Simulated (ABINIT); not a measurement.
# P (Imma) in ABINIT: settings compared

The runs below take P through relaxation of cell and atoms, single point, with LDA, r2SCAN.

Everything below comes from runs of ABINIT 10.8.3 (patched build). Logs are shortened: lines on timing, memory, paths and dates and some standing lists are left out, and cuts for length are marked. The log counts tension as positive stress, the text compression.

## (1) Starting point

It takes space group Imma (No. 74, orthorhombic). Conventional cell: a = 3.383 Å, b = 5.030 Å, c = 3.718 Å, α = 90.00°, β = 90.00°, γ = 90.00°. P (site symmetry mm2) is surrounded by 4 P at 2.24 to 2.55 Å.

This isn't the form of P at room conditions, which is orthorhombic.

## (2) Relaxation of cell and atoms, LDA

run.abi reads:

```
# Pseudopotentials
pp_dirpath "./"
pseudos "P.upf"

# Structure
acell 3*1.0 Angstrom
rprim
    -1.6915100431     2.5151650373     1.8589441358
     1.6915100431    -2.5151650373     1.8589441358
     1.6915100431     2.5151650373    -1.8589441358
ntypat 1
znucl 15
natom 2
typat 1 1
chkprim 0
chksymtnons 0
tolsym 1.0e-6
xred
   0.6966908900   0.9466908900            3/4
   0.3033091100   0.0533091100            1/4

# Plane-wave basis
ecut 24.0
ecutsm 0.5

# k points
kptopt 1
ngkpt 8 8 8
nshiftk 1
shiftk 0.0 0.0 0.0

# Exchange and correlation
ixc 7

# Bands and occupations
nband 9
occopt 3
tsmear 0.05 eV

# SCF cycle
nstep 80
tolvrs 1.0e-12

# Output
iomode 3
prteig 0
prtebands 0
prtwf 0
prtden 0

# Relaxation
ionmov 2
optcell 2
ntime 50
tolmxf 2.0e-5
dilatmx 1.08
```

Potentials or basis: PseudoDojo NC SR LDA v0.4.1 standard.

Launch:

```
$ abinit run.abi > log 2>&1
```

run.abo:

```text
.Version 10.8.3 of ABINIT
 Symmetries : space group Im m a (# 74); Bravais oI (body-center ortho.)
================================================================================
 Values of the parameters that define the memory need of the present run
     intxc =       0    ionmov =       2      iscf =       7    lmnmax =       6
     lnmax =       6     mgfft =      32  mpssoang =       3    mqgrid =    3001
     natom =       2  nloc_mem =       1    nspden =       1   nspinor =       1
    nsppol =       1      nsym =       8    n1xccc =    2501    ntypat =       1
    occopt =       3   xclevel =       1
       mpw =        1530          nfft =       32768          nkpt =          95
================================================================================
================================================================================

--------------------------------------------------------------------------------
------------- Echo of variables that govern the present computation ------------
--------------------------------------------------------------------------------
 -outvars: echo values of preprocessed input variables --------
            acell      1.8897261259E+00  1.8897261259E+00  1.8897261259E+00 Bohr
              amu      3.09737620E+01
          chkprim           0
      chksymtnons           0
          dilatmx      1.08000000E+00
             ecut      2.40000000E+01 Hartree
           ecutsm      5.00000000E-01 Hartree
           ionmov           2
                       outvar_i_n : Printing only first  50 k-points.
              ixc           7
                       outvar_i_n : Printing only first  50 k-points.
         kptrlatt        8    0    0      0    8    0      0    0    8
          kptrlen      5.11438515E+01
            natom           2
            nband           9
            ngfft          32      32      32
             nkpt          95
            nstep          80
             nsym           8
            ntime          50
           ntypat           1
                       prtocc : prtvol=0, do not print more k-points.
           occopt           3
          optcell           2
           prtden           0
        prtebands           0
           prteig           0
            prtwf           0
            rprim     -1.6915100431E+00  2.5151650373E+00  1.8589441358E+00
                       1.6915100431E+00 -2.5151650373E+00  1.8589441358E+00
                       1.6915100431E+00  2.5151650373E+00 -1.8589441358E+00
          spgroup          74
           tolmxf      2.00000000E-05
           tolsym      1.00000000E-06
           tolvrs      1.00000000E-12
           tsmear      1.83746611E-03 Hartree
            typat      1  1
                       outvars : Printing only first  50 k-points.
           xangst      1.6915100431E+00  1.2575825187E+00  1.6607468210E+00
                       0.0000000000E+00  1.2575825186E+00  1.9819731484E-01
            xcart      3.1964907207E+00  2.3764865410E+00  3.1383566561E+00
                       0.0000000000E+00  2.3764865410E+00  3.7453864393E-01
             xred      6.9669089000E-01  9.4669089000E-01  7.5000000000E-01
                       3.0330911000E-01  5.3309110000E-02  2.5000000000E-01
            znucl       15.00000

================================================================================

 chkinp: Checking input parameters for consistency.

================================================================================
== DATASET  1 ==================================================================

--- !DatasetInfo
iteration_state: {dtset: 1, }
dimensions: {natom: 2, nkpt: 95, mband: 9, nsppol: 1, nspinor: 1, nspden: 1, mpw: 1530, }
cutoff_energies: {ecut:  24.0, pawecutdg:  -1.0, }
electrons: {nelect:   1.00000000E+01, charge:   0.00000000E+00, occopt:   3.00000000E+00, tsmear:   1.83746611E-03, }
meta: {optdriver: 0, ionmov: 2, optcell: 2, iscf: 7, paral_kgb: 0, }
...

 Exchange-correlation functional for the present dataset will be:
  LDA: Perdew-Wang 92 LSD fit to Ceperley-Alder data - ixc=7
  J.P.Perdew and Y.Wang, PRB 45, 13244 (1992)

 Real(R)+Recip(G) space primitive vectors, cartesian coordinates (Bohr,Bohr^-1):
 R(1)= -3.1964907  4.7529731  3.5128953  G(1)=  0.0000000  0.1051973  0.1423327
 R(2)=  3.1964907 -4.7529731  3.5128953  G(2)=  0.1564215  0.0000000  0.1423327
 R(3)=  3.1964907  4.7529731 -3.5128953  G(3)=  0.1564215  0.1051973  0.0000000
 Unit cell volume ucvol=  2.1348335E+02 bohr^3
 Angles (23,13,12)=  1.23187632E+02  8.99584175E+01  1.16958381E+02 degrees

 getcut: wavevector=  0.0000  0.0000  0.0000  ngfft=  32  32  32
         ecut(hartree)=     27.994   => boxcut(ratio)=   2.00003

--- Pseudopotential description ------------------------------------------------
- pspini: atom type   1  psp file is ./P.upf
  15.00000   5.00000  180309                  znucl, zion, pspdat
12 -1012 2 -1 1298                            pspcod,pspxc,lmax,lloc,mmax
     nproj     2     2     2

   1.40632654E+02                                ecore*ucvol(ha*bohr**3)
--------------------------------------------------------------------------------

================================================================================

=== [ionmov= 2] Broyden-Fletcher-Goldfarb-Shanno method (forces)
================================================================================

--- Iteration: ( 1/50) Internal Cycle: (1/1)
--------------------------------------------------------------------------------

---SELF-CONSISTENT-FIELD CONVERGENCE--------------------------------------------
[... 850 lines left out ...]
 Difference of energy with previous step (new-old):
           Absolute (Ha)=-8.21448E-07
           Relative     =-5.90456E-08

--- Iteration: (10/50) Internal Cycle: (1/1)
--------------------------------------------------------------------------------

---SELF-CONSISTENT-FIELD CONVERGENCE--------------------------------------------

--- !BeginCycle
iteration_state: {dtset: 1, itime: 10, icycle: 1, }
solver: {iscf: 7, nstep: 80, nline: 4, wfoptalg: 0, }
tolerances: {tolvrs: 1.00E-12, }
...
[... 81 lines left out ...]
 Difference of energy with previous step (new-old):
           Absolute (Ha)=-1.33383E-07
           Relative     =-9.58757E-09

--- Iteration: (11/50) Internal Cycle: (1/1)
--------------------------------------------------------------------------------

---SELF-CONSISTENT-FIELD CONVERGENCE--------------------------------------------

--- !BeginCycle
iteration_state: {dtset: 1, itime: 11, icycle: 1, }
solver: {iscf: 7, nstep: 80, nline: 4, wfoptalg: 0, }
tolerances: {tolvrs: 1.00E-12, }
...
[... 80 lines left out ...]
 Difference of energy with previous step (new-old):
           Absolute (Ha)=-4.18580E-08
           Relative     =-3.00875E-09

--- Iteration: (12/50) Internal Cycle: (1/1)
--------------------------------------------------------------------------------

---SELF-CONSISTENT-FIELD CONVERGENCE--------------------------------------------

--- !BeginCycle
iteration_state: {dtset: 1, itime: 12, icycle: 1, }
solver: {iscf: 7, nstep: 80, nline: 4, wfoptalg: 0, }
tolerances: {tolvrs: 1.00E-12, }
...
[... 80 lines left out ...]
 Difference of energy with previous step (new-old):
           Absolute (Ha)=-1.17291E-08
           Relative     =-8.43088E-10

 At Broyd/MD step  12, gradients are converged :
  max grad (force/stress) = 7.4302E-06 < tolmxf= 2.0000E-05 ha/bohr (free atoms)

================================================================================

 ----iterations are completed or convergence reached----

 Mean square residual over all n,k,spin=   87.027E-11; max=  70.568E-08
 reduced coordinates (array xred) for    2 atoms
       0.708499377954      0.958499377954      0.750000000000
       0.291500622046      0.041500622046      0.250000000000
 rms dE/dt=  2.5160E-05; max dE/dt=  2.5160E-05; dE/dt below (all hartree)
    1      -0.000025159547     -0.000025159547      0.000025159547
    2       0.000025159547      0.000025159547     -0.000025159547

 cartesian coordinates (angstrom) at end:
    1      1.68723388001913     1.23810438536535     1.64312096903652
    2      0.00000000000000     1.23810438536535     0.14872548489823

 cartesian forces (hartree/bohr) at end:
    1      0.00000000000000     0.00000000000000     0.00000743024548
    2     -0.00000000000000    -0.00000000000000    -0.00000743024548
 frms,max,avg= 4.2898542E-06 7.4302455E-06   0.000E+00  0.000E+00  0.000E+00 h/b

 cartesian forces (eV/Angstrom) at end:
    1      0.00000000000000     0.00000000000000     0.00038207858493
    2     -0.00000000000000    -0.00000000000000    -0.00038207858493
 frms,max,avg= 2.2059317E-04 3.8207858E-04   0.000E+00  0.000E+00  0.000E+00 e/A
 length scales=  6.597575401801  6.597575401801  6.597575401801 bohr
              =  3.491286547479  3.491286547479  3.491286547479 angstroms
 Fermi (or HOMO) energy (hartree) =   0.32613   Average Vxc (hartree)=  -0.41024
 Eigenvalues (hartree) for nkpt=  95  k points:
 kpt#   1, nband=  9, wtk=  0.00195, kpt=  0.0000  0.0000  0.0000 (reduced coord)
  -0.28833    0.21726    0.22670    0.23644    0.24461    0.40599    0.42747    0.49056
   0.50332
      occupation numbers for kpt#   1
   2.00000    2.00000    2.00000    2.00000    2.00000    0.00000    0.00000    0.00000
   0.00000
 prteigrs : prtvol=0 or 1, do not print more k-points.

--- !EnergyTerms
iteration_state     : {dtset: 1, itime: 12, icycle: 1, }
comment             : Components of total free energy in Hartree
kinetic             :  5.15489560908801E+00
hartree             :  5.07120576054284E-01
xc                  : -4.16240823898223E+00
Ewald energy        : -1.51402865859534E+01
psp_core            :  6.95931096288795E-01
local_psp           : -3.08194418086403E+00
non_local_psp       :  2.11467939601267E+00
internal            : -1.39120123283559E+01
'-kT*entropy'       : -7.80395149646454E-05
total_energy        : -1.39120903678709E+01
total_energy_eV     : -3.78567264489126E+02
band_energy         :  6.51923179473225E-01
...

 rms coord change=  9.6416E-03   atom, delta coord (reduced):
     1        0.011808487954      0.011808487954      0.000000000000
     2       -0.011808487954     -0.011808487954      0.000000000000

 Cartesian components of stress tensor (hartree/bohr^3)
  sigma(1 1)= -6.92828092E-08  sigma(3 2)=  0.00000000E+00
  sigma(2 2)=  6.86052438E-08  sigma(3 1)=  0.00000000E+00
  sigma(3 3)=  2.35178684E-08  sigma(2 1)=  0.00000000E+00

-Cartesian components of stress tensor (GPa)         [Pressure= -2.2399E-04 GPa]
- sigma(1 1)= -2.03837062E-03  sigma(3 2)=  0.00000000E+00
- sigma(2 2)=  2.01843596E-03  sigma(3 1)=  0.00000000E+00
- sigma(3 3)=  6.91919578E-04  sigma(2 1)=  0.00000000E+00

== END DATASET(S) ==============================================================
================================================================================

 -outvars: echo values of variables after computation  --------
            acell      6.5975754018E+00  6.5975754018E+00  6.5975754018E+00 Bohr
           etotal     -1.3912090368E+01
            fcart      4.5906535594E-22  9.9124456308E-22  7.4302454846E-06
                      -4.5906535594E-22 -9.9124456308E-22 -7.4302454846E-06
            rprim     -4.8326995137E-01  7.0925394895E-01  5.1323385508E-01
                       4.8326995137E-01 -7.0925394895E-01  5.1323385508E-01
                       4.8326995137E-01  7.0925394895E-01 -5.1323385508E-01
           strten     -6.9282809219E-08  6.8605243842E-08  2.3517868427E-08
                       0.0000000000E+00  0.0000000000E+00  0.0000000000E+00
           xangst      1.6872338800E+00  1.2381043854E+00  1.6431209690E+00
                       1.1750094465E-16  1.2381043854E+00  1.4872548490E-01
             xred      7.0849937795E-01  9.5849937795E-01  7.5000000000E-01
                       2.9150062205E-01  4.1500622046E-02  2.5000000000E-01
 Calculation completed.
```

It took 3.8 min on 1 thread of Arm Neoverse V2, shared host; peak memory 0.08 GiB.

Results:

| Item | Value |
| --- | --- |
| Free energy | -378.5673 eV |
| Relaxed volume | 14.97 Å³/atom |
| Relaxed cell | a = 3.491 Å, b = 3.491 Å, c = 3.491 Å, α = 122.20°, β = 89.65°, γ = 118.24° |
| Space group after relaxing (to 0.05 Å) | Imma (No. 74) |
| Energy gained by relaxing | 13.8 meV/atom |
| Ionic steps | 12 |
| Pressure after relaxing | 0.0 GPa |
| Band gap on the k mesh | none (metal or under the smearing width) |

Step by step:
| step | energy change (eV) | largest force (eV/Å) | pressure (GPa) | volume (Å³) |
| --- | --- | --- | --- | --- |
| 1 | 0.0000 | 0.2743 | -2.33 | 31.63 |
| 2 | -0.0046 | 0.2783 | -1.87 | 31.41 |
| 3 | -0.0203 | 0.2166 | 1.61 | 29.88 |
| 4 | -0.0225 | 0.1660 | 1.03 | 29.99 |
| 5 | -0.0267 | 0.0292 | -0.17 | 30.05 |
| 6 | -0.0271 | 0.0443 | -0.19 | 30.01 |
| 7 | -0.0274 | 0.0359 | -0.11 | 29.94 |
| 8 | -0.0275 | 0.0173 | -0.03 | 29.93 |
| 9 | -0.0275 | 0.0031 | 0.00 | 29.94 |
| 10 | -0.0275 | 0.0007 | 0.00 | 29.95 |
| 11 | -0.0276 | 0.0010 | 0.00 | 29.95 |
| 12 | -0.0276 | 0.0004 | 0.00 | 29.94 |

Final structure:
```yaml
crystal:
  lattice:
    - [-1.68723, 2.47621, 1.79185]
    - [1.68723, -2.47621, 1.79185]
    - [1.68723, 2.47621, -1.79185]
  atoms:
    - { symbol: P, position: [0.70850, 0.95850, 0.75000] }
    - { symbol: P, position: [0.29150, 0.04150, 0.25000] }
```

## (3) Single point, LDA (cell relaxed)

run.abi reads:

```
pp_dirpath "./"
pseudos "P.upf"

acell 3*1.0
rprim
    -3.1884099414     4.6793564027     3.3860990668
     3.1884099414    -4.6793564027     3.3860990668
     3.1884099414     4.6793564027    -3.3860990668
ntypat 1
znucl 15
natom 2
typat 1 1
xcart
     1.6872338800     1.2381043850     1.6431209819
     0.0000000000     1.2381043850     0.1487254781 Angstrom
chkprim 0
chksymtnons 0
tolsym 1.0e-6

ecut 24.0

kptopt 1
ngkpt 8 8 8
nshiftk 1
shiftk 0.0 0.0 0.0

ixc 7

nband 9
occopt 3
tsmear 0.05 eV

nstep 100
tolvrs 1.0e-10

iomode 3
prtwf 0
prtden 0
prteig 0
prtebands 0
```

Potentials or basis: PseudoDojo NC SR LDA v0.4.1 standard.

Launch:

```
$ abinit run.abi > log 2>&1
```

Wall time 17 s (1 thread of Arm Neoverse V2, shared host); peak memory 0.07 GiB.

Results (log left out):

| Property | Result |
| --- | --- |
| Free energy | -378.5673 eV |
| Pressure | 0.0 GPa |
| Band gap on the k mesh | none (metal or under the smearing width) |
| Valence electrons inside the program's atomic spheres | P 2.76 (radii [1.0584] Å) |

Levels at points of the mesh, in eV from the Fermi level:
| k point | band 2 | band 3 | band 4 | band 5 | band 6 | band 7 | band 8 | band 9 |
| --- | --- | --- | --- | --- | --- | --- | --- | --- |
| (0.00, 0.00, 0.00) | -2.96 | -2.71 | -2.44 | -2.22 | 2.17 | 2.76 | 4.47 | 4.82 |
| (0.50, 0.00, 0.00) | -11.59 | -2.94 | -1.71 | -1.61 | 0.20 | 0.54 | 1.84 | 9.83 |
| (0.00, 0.50, 0.00) | -9.92 | -6.93 | -5.62 | -5.34 | 0.33 | 7.30 | 7.38 | 9.00 |
| (0.50, 0.50, 0.00) | -12.50 | -3.03 | -3.03 | -0.39 | -0.39 | 0.50 | 0.50 | 10.79 |
| (0.50, 0.50, 0.50) | -8.80 | -7.70 | -5.52 | -5.29 | 0.13 | 7.06 | 8.27 | 9.02 |

## (4) Single point, r2SCAN (cell stretched)

run.abi reads:

```
# Pseudopotentials
pp_dirpath "./"
pseudos "P.upf"

# Structure
acell 3*1.0 Angstrom
rprim
    -1.7354648924     2.5805230294     1.9072498551
     1.7354648924    -2.5805230294     1.9072498551
     1.7354648924     2.5805230294    -1.9072498551
ntypat 1
znucl 15
natom 2
typat 1 1
xred
     0.6966908900     0.9466908900     0.7500000000
     0.3033091100     0.0533091100     0.2500000000
chkprim 0
chksymtnons 0
tolsym 1.0e-6

# Plane-wave basis
ecut 19.0

# k points
kptopt 1
ngkpt 8 8 8
nshiftk 1
shiftk 0.0 0.0 0.0

# Exchange and correlation
ixc -497498
usekden 1
nc_xccc_gspace 1
boxcutmin 3.0

# Bands and occupations
nband 9
occopt 3
tsmear 0.00183747

# SCF cycle
nstep 100
tolvrs 1.0e-9

# Output
iomode 3
prtwf 0
prtden 0
prteig 0
prtebands 0
enunit 2
```

Potentials or basis: PseudoDojo NC SR PBE v0.4.1 standard.

Launch:

```
$ abinit run.abi > log 2>&1
```

It took 3.2 min on 1 thread of Arm Neoverse V2, shared host; peak memory 0.1 GiB.

It converged, with:

```yaml
Free_energy: -378.9157 eV
Pressure: -4.0 GPa
Largest_force: 0.279 eV/Å
Band_gap_on_the_k_mesh: none (metal or under the smearing width)
Valence_electrons_inside_the_program's_atomic_spheres: P 2.68 (radii [1.0584] Å)
```

Forces on the atoms (eV/Å):
```
P    0.000  0.000 -0.279
P    0.000  0.000  0.279
```

Stress tensor (GPa, compression positive):
```
-5.39  0.00  0.00
 0.00 -3.61  0.00
 0.00  0.00 -3.11
```

Levels at points of the mesh, in eV from the Fermi level:
```tsv
k point	band 1	band 2	band 3	band 4	band 5	band 6	band 7	band 8	band 9
(0.00, 0.00, 0.00)	-16.53	-3.88	-3.08	-2.89	-2.20	1.65	2.54	4.09	5.86
(0.50, 0.00, 0.00)	-14.14	-11.17	-3.20	-1.71	-1.47	0.30	0.95	1.81	9.56
(0.00, 0.50, 0.00)	-12.73	-10.32	-6.51	-5.32	-5.02	1.06	6.68	7.09	8.66
(0.50, 0.50, 0.00)	-12.50	-12.50	-3.34	-3.34	-0.07	-0.07	0.46	0.46	10.78
(0.50, 0.50, 0.50)	-13.33	-8.37	-8.12	-5.08	-5.02	0.74	6.40	8.41	8.41
```

Caveat: a meta-GGA on potentials with a model core is unreliable; a meta-GGA on norm-conserving files made for a GGA shifts volumes by about 1 %; the potentials were made for another functional, which shifts forces and pressure.

## (5) Overview

```tsv
task	level	potentials or basis	cell	cutoff (eV)	cell freedom (optcell)	optimiser (ionmov)	cutoff smearing ecutsm (Ha)	force stop (Ha/bohr)	gap on the mesh (eV)	pressure (GPa)
relaxation of cell and atoms	LDA	PseudoDojo NC SR LDA v0.4.1 standard	relaxed	653	2	2	0.5	2e-05	none	0.0
single point	LDA	PseudoDojo NC SR LDA v0.4.1 standard	cell relaxed	653	-	-	-	-	none	0.0
single point	r2SCAN	PseudoDojo NC SR PBE v0.4.1 standard	cell stretched	517	-	-	-	-	none	-4.0
```

Alike in all rows: no spin polarisation; k mesh 8 × 8 × 8; smearing fermi-dirac 0.05 eV.

Caveats: a meta-GGA on potentials with a model core is unreliable (some runs); a meta-GGA on norm-conserving files made for a GGA shifts volumes by about 1 % (some runs); the potentials were made for another functional, which shifts forces and pressure (some runs).

Absolute energies hang on the potentials; compare differences alone.
